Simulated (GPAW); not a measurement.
The system is Fe.

```xyz
1
Lattice="-1.4430 1.4430 1.4430 1.4430 -1.4430 1.4430 1.4430 1.4430 -1.4430" Properties=species:S:1:pos:R:3 pbc="T T T"
Fe    0.0000    0.0000    0.0000
```

Base run:

- Program: GPAW 26.7.0
- Functional: LDA
- Potentials or basis: PAW data sets generated in the run's folder for this functional
- Cutoff: 450 eV
- Basis: pw
- k mesh: 10 × 10 × 10
- Occupations: fermi-dirac, width 0.05 eV
- Spin: collinear spin, ferromagnetic start
- Starting moments: [4.0] μB

Its results: band gap on the k mesh none (metal or under the smearing width); pressure -29.9 GPa; net moment 2.14 μB per cell; site moments Fe +2.16 μB.

Question: The run is repeated on the same cell with these changes: potentials or basis from PAW data sets generated in the run's folder for this functional to the program's PAW data sets (release 1.2.1) made for this functional; cutoff from 450 eV to 500 eV. What comes out?

Answer: Band gap on the k mesh none (metal or under the smearing width); pressure -27.5 GPa; net moment 2.14 μB per cell; site moments Fe +2.16 μB.

Caveats: the cutoff is short for stress and forces, so pressures can be off by a GPa or more; a pressure of tens of GPa on the cell as given is suspect, and the run, the potentials or the cell itself is likely at fault (some runs); so large a pressure means that the cell lies far from this level's equilibrium, or that cutoff or potentials fall short (some runs).
